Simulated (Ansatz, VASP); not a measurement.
## One calculation of CuO, two programs

```
CELL_PARAMETERS angstrom
3.14794 0.00000 0.00000
-1.57397 2.72620 0.00000
0.00000 0.00000 5.38604
ATOMIC_POSITIONS crystal
Cu 0.33333 0.66667 0.00882
Cu 0.66667 0.33333 0.50882
O 0.33333 0.66667 0.36718
O 0.66667 0.33333 0.86718
```

Alike in both runs: functional PBE; k mesh 13 × 13 × 7; occupations fermi-dirac, width 0.05 eV; no spin polarisation.

Ansatz relaxed the structure, and its values are those at the end. VASP's run is a single point on that final structure, the one shown.

|  | VASP | Ansatz |
| --- | --- | --- |
| version | VASP 6.6.1 | Ansatz 0.2.0 |
| potentials or method | VASP PAW PBE potentials, release 64 (Cu, O) | PAW with Ansatz's default frozen-core files, scalar-relativistic |
| plane-wave cutoff (eV) | 520 | 420 |
| valence electrons in the cell | 34 | 50 |

Ansatz gave:

```
pressure (GPa)                     : 0.0
rms of the force components (eV/Å) : 0.000
```

Estimate VASP's values.

pressure (GPa): 0.6; rms of the force components (eV/Å): 0.005.

With one functional, cell and mesh, what is left measures potentials, basis and numerics. The two sets of potentials don't hold the same shells in valence.

Caveats: the run has no spin polarisation, though such a crystal can be magnetic.
